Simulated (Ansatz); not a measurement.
Wanted: the native input for an Ansatz 0.2.0 run.

| Property | Result |
| --- | --- |
| Task | relaxation of cell and atoms |
| Functional | PBE |
| Potentials or basis | Ansatz PAW |
| Cutoff | 420 eV (not typed: the program's choice for these potentials) |
| k mesh | 8 × 8 × 8 |
| Occupations | fermi-dirac, width 0.05 eV |
| Spin | no spin polarisation |

The system is Si.

```xyz
2
Lattice="0.0000 2.7219 2.7219 2.7219 0.0000 2.7219 2.7219 2.7219 0.0000" Properties=species:S:1:pos:R:3 pbc="T T T"
Si    2.7219    2.7219    2.7219
Si    4.0828    4.0828    4.0828
```

These files were run (other wordings do the same):

input.yaml

```yaml
crystal:
  lattice:
    - [0.0, 2.7218511865, 2.7218511865]
    - [2.7218511865, 0.0, 2.7218511865]
    - [2.7218511865, 2.7218511865, 0.0]
  atoms:
    - { symbol: Si, position: [0.5, 0.5, 0.5] }
    - { symbol: Si, position: [0.75, 0.75, 0.75] }
hamiltonian:
  xc: pbe
  pseudopotentials: { kind: paw }
kpoints:
  mp_grid: { grid: [8, 8, 8] }
scf:
  occupations: { method: fermi_dirac, width: 0.05 }
output:
  forces: true
  stress: true
  eigenvalues: true
relax:
  f_tol: 0.01
  max_steps: 40
  cell: { stress_tol: 0.05 }
```

Potentials or basis: Ansatz PAW.

Run with:

```console
$ ansatz run input.yaml --threads 2 --pin off --max-ram 5632MiB --backend cpu --events-out ev --progress --plain --runs-dir out
```

Results of the run:

```yaml
Relaxed_volume: 20.46 Å³/atom
Relaxed_cell: a = 3.868 Å, b = 3.868 Å, c = 3.868 Å, α = 60.00°, β = 60.00°, γ = 60.00°
Space_group_after_relaxing_to_0.05_Å: Fd-3m (No. 227)
Energy_gained_by_relaxing: 1.2 meV/atom
Ionic_steps: 4
Pressure_after_relaxing: 0.0 GPa
Band_gap_on_the_k_mesh: 0.65 eV, indirect (least direct gap 2.55 eV)
```

Caveat: the plane-wave basis is chosen anew once the cell has moved, so the energies of steps on either side of that aren't comparable.

Run time: 1.8 s on 2 threads of Arm Neoverse V1 (shared host), peak memory 0.28 GiB.
